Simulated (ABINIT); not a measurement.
# NbAs (I4_1md) in ABINIT: band structure with PBEsol

Aim: the band structure of NbAs with PBEsol.

Program: ABINIT 10.8.3 (patched build). These are calculated values, not measurements. Logs are shortened: lines on timing, memory, paths and dates and some standing lists are left out, and cuts for length are marked. The log counts tension as positive stress, the text compression.

## 1. The structure

It takes space group I4_1md (No. 109, tetragonal). Conventional cell: a = 3.452 Å, b = 3.452 Å, c = 11.680 Å, α = 90.00°, β = 90.00°, γ = 90.00°. Nb (site symmetry 2mm) has 6 As at 2.60 to 2.63 Å as nearest neighbours. As (site symmetry 2mm) has 6 Nb at 2.60 to 2.63 Å as nearest neighbours.

## 2. Band structure, PBEsol

The input, run.abi:

```
# Datasets: ground state, then fixed potential
ndtset 2

# Pseudopotentials
pp_dirpath "./"
pseudos "Nb.GGA_PBE-JTH.xml, As.GGA_PBE-JTH.xml"

# Structure
acell 3*1.0
rprim
    -3.2613838322     3.2613838322    11.0360005678
     3.2613838322    -3.2613838322    11.0360005678
     3.2613838322     3.2613838322   -11.0360005678
ntypat 2
znucl 41 33
natom 4
typat 1 1 2 2
xred
     0.5000000000     0.0000000000     0.5000000000
     0.7500000000     0.7500000000     0.0000000000
     0.9160000000     0.4160000000     0.5000000000
     0.1660000000     0.1660000000     0.0000000000

# Plane-wave basis
ecut 16.0
pawecutdg 32.0
pawxcdev 0

# Exchange and correlation
ixc -116133

# Bands and occupations
occopt 3
tsmear 0.00183747

# SCF cycle
nstep 100

# Output
iomode 3
prtwf 0
prteig 0
prtebands 0
prtden1 1

# Dataset 1
kptopt1 1
ngkpt1 11 11 11
nshiftk1 1
shiftk1 0.0 0.0 0.0
nband1 34
tolvrs1 1.0e-9

# Dataset 2: bands along G-X-Y-S-G-Z-S1-N-P-Y1-Z
iscf2 -2
getden2 1
nband2 40
nbdbuf2 4
tolwfr2 1.0e-11
kptopt2 -10
ndivsm2 6
prteig2 1
prtvol2 -3
kptbounds2
     0.0000000000     0.0000000000     0.0000000000
    -0.5000000000     0.5000000000     0.0000000000
    -0.5000000000     0.5000000000    -0.0436667032
    -0.2718333516     0.2718333516    -0.2718333516
     0.0000000000     0.0000000000     0.0000000000
     0.5000000000     0.5000000000    -0.5000000000
     0.2718333516     0.7281666484    -0.7281666484
     0.0000000000     0.5000000000    -0.5000000000
    -0.2500000000     0.7500000000    -0.2500000000
     0.0436667032     0.9563332968    -0.5000000000
     0.5000000000     0.5000000000    -0.5000000000
```

Potentials or basis: JTH PAW PBE v2.0.

Started as:

```bash
$ abinit run.abi > log 2>&1
```

run.abo:

```text
.Version 10.8.3 of ABINIT
 DATASET    1 : space group I4_1 m d (#109); Bravais tI (body-center tetrag.)
================================================================================
 Values of the parameters that define the memory need for DATASET  1.
     intxc =       0    ionmov =       0      iscf =      17    lmnmax =      18
     lnmax =       6     mgfft =      45  mpssoang =       3    mqgrid =    3001
     natom =       4  nloc_mem =       2    nspden =       1   nspinor =       1
    nsppol =       1      nsym =       8    n1xccc =       1    ntypat =       2
    occopt =       3   xclevel =       2
       mpw =        1460          nfft =       91125          nkpt =         126
 PAW method is used; the additional fine FFT grid is defined by:
   mgfftf=        64    nfftf =    262144
================================================================================
================================================================================

 DATASET    2 : space group I4_1 m d (#109); Bravais tI (body-center tetrag.)
================================================================================
 Values of the parameters that define the memory need for DATASET  2.
     intxc =       0    ionmov =       0      iscf =      -2    lmnmax =      18
     lnmax =       6     mgfft =      45  mpssoang =       3    mqgrid =    3001
     natom =       4  nloc_mem =       2    nspden =       1   nspinor =       1
    nsppol =       1      nsym =       8    n1xccc =       1    ntypat =       2
    occopt =       3   xclevel =       2
       mpw =        1472          nfft =       91125          nkpt =         389
 PAW method is used; the additional fine FFT grid is defined by:
   mgfftf=        64    nfftf =    262144
================================================================================
================================================================================

--------------------------------------------------------------------------------
------------- Echo of variables that govern the present computation ------------
--------------------------------------------------------------------------------
 -outvars: echo values of preprocessed input variables --------
            acell      1.0000000000E+00  1.0000000000E+00  1.0000000000E+00 Bohr
              amu      9.29063800E+01  7.49215900E+01
             ecut      1.60000000E+01 Hartree
           getden1          0
           getden2          1
             iscf1         17
             iscf2         -2
              ixc     -116133
           jdtset        1    2
           kptopt1          1
           kptopt2        -10
         kptrlatt       11    0    0      0   11    0      0    0   11
          kptrlen1     7.17504443E+01
          kptrlen2     3.00000000E+01
            natom           4
            nband1         34
            nband2         40
           nbdbuf1          0
           nbdbuf2          4
           ndtset           2
           ndivsm1          0
           ndivsm2          6
            ngfft          45      45      45
          ngfftdg          64      64      64
             nkpt1        126
             nkpt2        389
            nstep         100
             nsym           8
           ntypat           2
           occopt           3
        pawecutdg      3.20000000E+01 Hartree
         pawxcdev           0
        prtebands           0
           prteig1          0
           prteig2          1
           prtvol1          0
           prtvol2         -3
            prtwf           0
            rprim     -3.2613838322E+00  3.2613838322E+00  1.1036000568E+01
                       3.2613838322E+00 -3.2613838322E+00  1.1036000568E+01
                       3.2613838322E+00  3.2613838322E+00 -1.1036000568E+01
           shiftk1     0.00000000E+00  0.00000000E+00  0.00000000E+00
           shiftk2     5.00000000E-01  5.00000000E-01  5.00000000E-01
          spgroup         109
           tolvrs1     1.00000000E-09
           tolvrs2     0.00000000E+00
           tolwfr1     0.00000000E+00
           tolwfr2     1.00000000E-11
           tsmear      1.83747000E-03 Hartree
            typat      1  1  2  2
           useylm           1
           xangst      4.3394048725E-17  1.7258499988E+00  1.7836646734E-16
                      -4.0137373006E-17  4.6650724445E-17  8.7599999940E+00
                      -5.2409871563E-17  1.7258499988E+00  4.8588799967E+00
                       1.1625607151E-17 -1.0183985366E-17  1.9388799987E+00
            xcart      8.2002867585E-17  3.2613838322E+00  3.3706377331E-16
                      -7.5848642394E-17  8.8157092776E-17  1.6554000852E+01
[... 211 lines left out ...]
...

--- !EnergyTermsWithPAWCore
iteration_state     : {dtset: 1, }
comment             : 'Components of total free energy, including PAW core contributions'
Total energy        : -1.21547048522526E+04
Total energy DC     : -1.21547048688453E+04
Total energy (eV)   : -3.30746368440546E+05
Total energy DC (eV): -3.30746368892056E+05
...

 Cartesian components of stress tensor (hartree/bohr^3)
  sigma(1 1)=  9.89576565E-05  sigma(3 2)=  0.00000000E+00
  sigma(2 2)=  9.89576565E-05  sigma(3 1)=  0.00000000E+00
  sigma(3 3)=  6.31449705E-05  sigma(2 1)=  0.00000000E+00

-Cartesian components of stress tensor (GPa)         [Pressure= -2.5602E+00 GPa]
- sigma(1 1)=  2.91143477E+00  sigma(3 2)=  0.00000000E+00
- sigma(2 2)=  2.91143477E+00  sigma(3 1)=  0.00000000E+00
- sigma(3 3)=  1.85778917E+00  sigma(2 1)=  0.00000000E+00

================================================================================
== DATASET  2 ==================================================================

--- !DatasetInfo
iteration_state: {dtset: 2, }
dimensions: {natom: 4, nkpt: 389, mband: 40, nsppol: 1, nspinor: 1, nspden: 1, mpw: 1472, }
cutoff_energies: {ecut:  16.0, pawecutdg:  32.0, }
electrons: {nelect:   5.60000000E+01, charge:   0.00000000E+00, occopt:   3.00000000E+00, tsmear:   1.83747000E-03, }
meta: {optdriver: 0, ionmov: 0, optcell: 0, iscf: -2, paral_kgb: 0, }
...

 mkfilename : getden/=0, take file _DEN from output of DATASET   1.

 Real(R)+Recip(G) space primitive vectors, cartesian coordinates (Bohr,Bohr^-1):
 R(1)= -3.2613838  3.2613838 11.0360006  G(1)=  0.0000000  0.1533092  0.0453063
 R(2)=  3.2613838 -3.2613838 11.0360006  G(2)=  0.1533092  0.0000000  0.0453063
 R(3)=  3.2613838  3.2613838-11.0360006  G(3)=  0.1533092  0.1533092  0.0000000
 Unit cell volume ucvol=  4.6954318E+02 bohr^3
 Angles (23,13,12)=  1.48353918E+02  1.48353918E+02  4.53631816E+01 degrees

 Coarse grid specifications (used for wave-functions):

 getcut: wavevector=  0.0000  0.0000  0.0000  ngfft=  45  45  45
         ecut(hartree)=     16.000   => boxcut(ratio)=   2.04418

 Fine grid specifications (used for densities):

 getcut: wavevector=  0.0000  0.0000  0.0000  ngfft=  64  64  64
         ecut(hartree)=     32.000   => boxcut(ratio)=   2.10169
--------------------------------------------------------------------------------

================================================================================
 Non-SCF case, kpt    1 (  0.00000  0.00000  0.00000), residuals and eigenvalues=
  4.22E-12  6.93E-12  6.85E-12  4.81E-12  4.07E-12  2.18E-12  4.36E-12  5.41E-12
  3.80E-12  6.54E-12  3.15E-12  5.65E-12  4.06E-12  1.02E-12  7.84E-12  4.36E-12
  5.99E-12  4.73E-12  4.85E-12  4.41E-12  5.71E-12  5.43E-12  3.43E-12  6.67E-12
  2.37E-12  6.63E-12  4.23E-12  4.87E-12  3.83E-12  2.88E-12  8.35E-12  2.69E-12
  3.19E-12  7.88E-12  2.37E-12  4.83E-12  5.67E-12  9.81E-12  5.99E-09  5.99E-06
 -1.6000E+00 -1.5989E+00 -8.7876E-01 -8.7876E-01 -8.7828E-01 -8.7805E-01
 -8.7792E-01 -8.7787E-01 -8.7782E-01 -8.7782E-01 -8.7776E-01 -8.7772E-01
 -7.2693E-01 -7.2267E-01 -7.2267E-01 -7.1694E-01 -7.1694E-01 -7.1525E-01
 -6.3762E-02  2.0350E-02  1.9382E-01  3.1890E-01  3.3978E-01  3.3978E-01
  3.4753E-01  3.6077E-01  3.7171E-01  3.7171E-01  4.4939E-01  4.7052E-01
[... 5032 lines left out ...]
  6.6446E-01  6.6446E-01  7.2656E-01  7.2656E-01
 Non-SCF case, kpt  389 (  0.50000  0.50000 -0.50000), residuals and eigenvalues=
  5.36E-12  1.83E-12  3.61E-12  6.47E-12  3.97E-12  7.92E-12  4.53E-12  4.79E-12
  5.21E-12  7.94E-12  3.73E-12  9.83E-12  2.42E-12  4.02E-12  2.39E-12  3.91E-12
  2.47E-12  6.94E-12  2.36E-12  8.77E-12  2.29E-12  6.48E-12  2.22E-12  2.84E-12
  2.74E-12  7.85E-12  6.03E-12  6.92E-12  4.27E-12  7.22E-12  5.50E-12  8.63E-12
  2.95E-12  9.73E-12  8.17E-12  3.97E-12  5.61E-12  1.14E-11  4.07E-09  7.60E-09
 -1.5994E+00 -1.5994E+00 -8.7883E-01 -8.7883E-01 -8.7814E-01 -8.7814E-01
 -8.7789E-01 -8.7789E-01 -8.7777E-01 -8.7777E-01 -8.7774E-01 -8.7774E-01
 -7.2298E-01 -7.2298E-01 -7.2117E-01 -7.2117E-01 -7.1662E-01 -7.1662E-01
 -2.9364E-02 -2.9364E-02  2.7569E-01  2.7569E-01  3.2389E-01  3.2389E-01
  3.2977E-01  3.2977E-01  4.0361E-01  4.0361E-01  4.5943E-01  4.5943E-01
  4.9321E-01  4.9321E-01  5.3900E-01  5.3900E-01  5.9942E-01  5.9942E-01
  6.6423E-01  6.6423E-01  7.2648E-01  7.2648E-01

--- !ResultsGS
iteration_state: {dtset: 2, }
comment   : Summary of ground state results
lattice_vectors:
- [ -3.2613838,   3.2613838,  11.0360006, ]
- [  3.2613838,  -3.2613838,  11.0360006, ]
- [  3.2613838,   3.2613838, -11.0360006, ]
lattice_lengths: [  11.96104,   11.96104,   11.96104, ]
lattice_angles: [148.354, 148.354,  45.363, ] # degrees, (23, 13, 12)
lattice_volume:   4.6954318E+02
convergence: {deltae:  0.000E+00, res2:  0.000E+00, residm:  1.000E-11, diffor:  0.000E+00, }
etotal    :  -3.42851136E+02
entropy   :   0.00000000E+00
fermie    :   4.22624145E-01
cartesian_stress_tensor: null
pressure_GPa: null
xred      :
- [  5.0000E-01,   2.0940E-17,   5.0000E-01, Nb]
- [  7.5000E-01,   7.5000E-01,   1.8870E-18, Nb]
- [  9.1600E-01,   4.1600E-01,   5.0000E-01, As]
- [  1.6600E-01,   1.6600E-01,   4.1766E-19, As]
cartesian_forces: null
force_length_stats: {min: null, max: null, mean: null, }
...

 Integrated electronic density in atomic spheres:
 ------------------------------------------------
 Atom  Sphere_radius  Integrated_density
    1        2.22094         10.13289094
    2        2.22094         10.13289094
    3        2.10392         12.79075160
    4        2.10392         12.79075160

================================================================================

 ----iterations are completed or convergence reached----

 Mean square residual over all n,k,spin=   54.035E-13; max=  99.999E-13
 reduced coordinates (array xred) for    4 atoms
       0.500000000000      0.000000000000      0.500000000000
       0.750000000000      0.750000000000      0.000000000000
       0.916000000000      0.416000000000      0.500000000000
       0.166000000000      0.166000000000      0.000000000000

 cartesian coordinates (angstrom) at end:
    1      0.00000000000000     1.72584999883690     0.00000000000000
    2     -0.00000000000000     0.00000000000000     8.75999999404561
    3     -0.00000000000000     1.72584999883690     4.85887999669730
    4      0.00000000000000    -0.00000000000000     1.93887999868209
 length scales=  1.000000000000  1.000000000000  1.000000000000 bohr
              =  0.529177210544  0.529177210544  0.529177210544 angstroms
 Eigenvalues (hartree) for nkpt= 389  k points:
 kpt#   1, nband= 40, wtk=  1.00000, kpt=  0.0000  0.0000  0.0000 (reduced coord)
  -1.59996   -1.59891   -0.87876   -0.87876   -0.87828   -0.87805   -0.87792   -0.87787
  -0.87782   -0.87782   -0.87776   -0.87772   -0.72693   -0.72267   -0.72267   -0.71694
  -0.71694   -0.71525   -0.06376    0.02035    0.19382    0.31890    0.33978    0.33978
   0.34753    0.36077    0.37171    0.37171    0.44939    0.47052    0.51118    0.53342
   0.53342    0.55876    0.56842    0.56842    0.61162    0.63921    0.74367    0.78875
 kpt#   2, nband= 40, wtk=  1.00000, kpt= -0.0072  0.0072  0.0000 (reduced coord)
  -1.59996   -1.59891   -0.87876   -0.87876   -0.87828   -0.87805   -0.87792   -0.87787
  -0.87782   -0.87782   -0.87776   -0.87772   -0.72692   -0.72267   -0.72267   -0.71695
  -0.71695   -0.71525   -0.06371    0.02036    0.19385    0.31876    0.33974    0.33985
   0.34751    0.36063    0.37168    0.37181    0.44931    0.47044    0.51115    0.53331
   0.53350    0.55868    0.56833    0.56859    0.61187    0.63959    0.74362    0.78869
 kpt#   3, nband= 40, wtk=  1.00000, kpt= -0.0145  0.0145  0.0000 (reduced coord)
  -1.59996   -1.59891   -0.87876   -0.87876   -0.87827   -0.87805   -0.87792   -0.87787
  -0.87782   -0.87782   -0.87776   -0.87772   -0.72692   -0.72268   -0.72268   -0.71696
  -0.71695   -0.71525   -0.06357    0.02041    0.19394    0.318
```

Wall time 20 min (1 thread of Arm Neoverse V2, shared host); peak memory 0.52 GiB.

Results:

* Free energy: -9329.4547 eV
* Pressure: -2.6 GPa
* Largest force: 0.291 eV/Å
* Band gap on the k mesh: none (metal or under the smearing width)
* Valence electrons inside the program's atomic spheres: Nb 10.13; As 12.79

Forces on the atoms (eV/Å):
```
Nb   0.000  0.000 -0.291
Nb   0.000  0.000 -0.291
As   0.000  0.000  0.291
As   0.000  0.000  0.291
```

Levels at the corners of the path, in eV from the Fermi level:
```tsv
point	band 24	band 25	band 26	band 27	band 28	band 29	band 30	band 31	band 32	band 33
Γ	-2.25	-2.04	-1.68	-1.39	-1.39	0.73	1.30	2.41	3.01	3.01
X	-4.68	-2.80	-2.80	-0.60	-0.60	2.42	2.42	2.70	2.70	3.55
Y	-4.61	-2.78	-2.78	-0.64	-0.64	2.30	2.30	2.71	2.71	3.54
S	-3.13	-2.18	-2.10	-1.47	-0.16	0.19	1.45	2.01	2.44	2.74
Γ	-2.25	-2.04	-1.68	-1.39	-1.39	0.73	1.30	2.41	3.01	3.01
Z	-2.69	-2.53	-2.53	-0.52	-0.52	1.00	1.00	1.92	1.92	3.17
S1	-3.13	-2.18	-2.10	-1.47	-0.16	0.19	1.45	2.01	2.44	2.74
N	-3.16	-2.20	-1.88	-1.41	-0.06	0.05	1.17	2.14	2.28	2.79
P	-4.62	-2.83	-2.83	-0.58	-0.58	2.43	2.43	2.66	2.66	3.57
Y1	-4.61	-2.78	-2.78	-0.64	-0.64	2.30	2.30	2.71	2.71	3.54
Z	-2.69	-2.53	-2.53	-0.52	-0.52	1.00	1.00	1.92	1.92	3.17
```

Caveat: the PAW data sets were made with another functional, which shifts forces and pressure a little.
